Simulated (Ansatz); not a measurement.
# KF: the band gap up the ladder of functionals

The task here is to estimate one member of a computed series from the others.

Code: Ansatz 0.2.0. PAW datasets, plane waves. The values are computed, spin-unpolarised, and not measurements.

## The structure to begin with

The cell was relaxed beforehand with r2SCAN.

Space group Fm-3m (No. 225), cubic; a = 5.318 Å in the conventional setting, 18.80 Å³ an atom. Around K lie 6 F at 2.66 Å; around F lie 6 K at 2.66 Å.

The structure in full:

Space group Fm-3m (No. 225). a = 5.318 Å, b = 5.318 Å, c = 5.318 Å, α = 90.00°, β = 90.00°, γ = 90.00°
```tsv
atom	site	symmetry	x	y	z
K	4a	m-3m	0.0000	0.0000	0.0000
F	4b	m-3m	0.5000	0.0000	0.0000
```

The first run:

input.yaml

```yaml
crystal:
  lattice:
    - [0.0, 2.658956675, 2.658956675]
    - [2.658956675, 0.0, 2.658956675]
    - [2.658956675, 2.658956675, 0.0]
  atoms:
    - { symbol: K, position: [0.0, 0.0, 0.0] }
    - { symbol: F, position: [0.5, 0.5, 0.5] }
kpoints:
  mp_grid: { grid: [8, 8, 8] }
  band_path:
    path:
      - [[0.0, 0.0, 0.0], [0.5, -1.449205673827e-34, 0.5], [0.625, 0.25, 0.625]]
      - [[0.375, 0.375, 0.75], [0.0, 0.0, 0.0], [0.5, 0.5, 0.5], [0.5, 0.25, 0.75], [0.5, -1.449205673827e-34, 0.5]]
    npoints: 10
hamiltonian:
  xc: pbe
scf:
  occupations: { method: fermi_dirac, width: 0.02 }
  n_extra_bands: 4
output:
  forces: true
  stress: true
  eigenvalues: true
```

On the command line:

```sh
$ ansatz run input.yaml --threads 2 --pin off --max-ram 2211MiB --backend cpu --events-out ev --progress --plain --runs-dir out
```

Steps of the session up to this table: Band structure with PBE; r2SCAN at the same geometry; Single point with HSE06; PBE0 at the same geometry; LDA at the same geometry; Quasiparticle levels, G0W0@PBE; G0W0 on PBE; Single point with DDH-PBE0; Single point with r2SCAN0; Hartree-Fock.

One table of the session follows, with a row left open; its other results are not shown here.

```
                     level  gap (eV)
                       PBE         ?
                    r2SCAN      6.91
                     HSE06      8.26
                      PBE0      9.04
                       LDA      5.88
G0W0@PBE (112 empty bands)      9.65
G0W0@PBE (278 empty bands)      9.82
                  DDH-PBE0     11.92
                   r2SCAN0      9.42
              Hartree-Fock     17.61
```

Estimate the missing values for PBE.

As computed: gap (eV): 6.26. In the column «gap (eV)» it lies between LDA (5.88) and r2SCAN (6.91).

Meshes: PBE 8×8×8, r2SCAN 8×8×8, HSE06 6×6×6, PBE0 6×6×6, LDA 8×8×8, DDH-PBE0 6×6×6, r2SCAN0 6×6×6, Hartree-Fock 6×6×6

What this shows: LDA gives the least gap, 5.88 eV, and Hartree-Fock the largest, 17.61 eV. PBE reaches 64 % of the G0W0@PBE value, and r2SCAN 70 %. PBE0 lies 0.78 eV above HSE06, which differs from it by screening the long-range exchange. Hartree-Fock lies above G0W0@PBE by 7.8 eV. No extrapolation in bands, cutoff or mesh was made for G0W0.

To keep in mind: Warnings in the runs' records: stress exchange threshold loose, stress scf threshold loose.
